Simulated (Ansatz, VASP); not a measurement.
## K2HBr: VASP beside Ansatz

INCAR

```
SYSTEM = K2HBr
ALGO = Normal
EDIFF = 1E-6
EDIFFG = -0.01
ENCUT = 600
GGA = PE
IBRION = 2
ISIF = 3
ISMEAR = 0
LASPH = .True.
LCHARG = .False.
LREAL = .False.
LWAVE = .False.
NELM = 100
NSW = 100
PREC = Accurate
SIGMA = 0.02
```

The input KPOINTS:

```
k-points
0
Gamma
  6 6 4
  0 0 0
```

POSCAR

```
K2HBr
1.0
    4.3110348010      0.0000000000      0.0000000000
   -2.1555174005      3.7334656543      0.0000000000
    0.0000000000      0.0000000000      7.7283973125
K H Br
2 1 1
Direct
    0.6666666667      0.3333333333      0.2745330347
    0.6666666667      0.3333333333      0.7254669653
    0.3333333333      0.6666666667      0.5000000000
    0.0000000000      0.0000000000      0.0000000000
```

Input for Ansatz:

```yaml
crystal:
  lattice:
    - [4.311034801, 0.0, 0.0]
    - [-2.1555174005, 3.7334656543, 0.0]
    - [0.0, 0.0, 7.7283973125]
  atoms:
    - { symbol: K, position: [0.6666666667, 0.3333333333, 0.2745330347] }
    - { symbol: K, position: [0.6666666667, 0.3333333333, 0.7254669653] }
    - { symbol: H, position: [0.3333333333, 0.6666666667, 0.5] }
    - { symbol: Br, position: [0.0, 0.0, 0.0] }
basis:
  ecutwfc: 420
kpoints:
  mp_grid: { grid: [6, 6, 4] }
hamiltonian:
  xc: pbe
scf:
  occupations: { method: gaussian, width: 0.02 }
output:
  forces: true
  stress: true
  eigenvalues: true
relax:
  adjacent_minimum: "off"
  f_tol: 0.01
  max_steps: 80
  cell: { stress_tol: 0.05 }
```

Alike in both runs: task relaxation of cell and atoms; functional PBE; k mesh 6 × 6 × 4; occupations gaussian, width 0.02 eV; no spin polarisation.

```csv
,VASP,Ansatz
version,VASP 6.6.1,Ansatz 0.2.0
potentials or method,"VASP PAW PBE potentials, release 64 (K_sv, H, Br)","scalar-relativistic, plane waves, PAW"
plane-wave cutoff (eV),600,420
valence electrons in the cell,26,26
```

Ansatz gave:

```
gap on the k mesh at the Fermi level, each at its own relaxed structure (eV) : 3.32
relaxed volume (Å³/atom)                                                     : 31.10
relaxed cell length with the largest relative difference (Å)                 : 4.315
```

Problem. Estimate VASP's values.

Solution. gap on the k mesh at the Fermi level, each at its own relaxed structure (eV): 3.31; relaxed volume (Å³/atom): 31.22; relaxed cell length with the largest relative difference (Å): 4.322.

A k mesh can miss the band edges. PBE gaps usually lie below the measured ones, often by a third to a half.
